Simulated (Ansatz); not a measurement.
Runs of Ansatz 0.2.0 on BN. It takes space group P6_3mc (No. 186, hexagonal). The conventional cell has a = 2.554 Å, b = 2.554 Å, c = 4.227 Å, α = 90.00°, β = 90.00°, γ = 120.00°. N (site symmetry 3m) has 4 B at 1.57 to 1.58 Å as nearest neighbours. Around B (site symmetry 3m) lie 4 N at 1.57 to 1.58 Å. Measurements of this composition are mostly on another form, of space group No. 194.

```tsv
task	level	cell	smearing	points for each segment of the path	gap on the mesh (eV)	pressure (GPa)	largest force (eV/Å)
band structure	PBE	as given	fermi-dirac 0.05 eV	14	5.21	0.0	0.02
band structure	LDA	as given	fermi-dirac 0.05 eV	14	(a)	-13.7	0.02
relaxation of cell and atoms	PBE	relaxed	fermi-dirac 0.05 eV	-	5.23	0.0	-
single point	PBE	as given	gaussian 0.011 eV	-	5.21	0.0	0.02
```

Alike in all rows: potentials or basis Ansatz PAW; no spin polarisation; k mesh 12 × 12 × 6; cutoff (eV) 420.

Estimate the missing entries.

(a) 4.99.

Caveats: the PAW data sets come from PBE, with cores solved anew for the run's functional, which leaves a small shift of forces and pressure (some runs); the plane-wave basis is chosen anew once the cell has moved, so the energies of steps on either side of that aren't comparable (some runs).

A k mesh can miss the band edges.
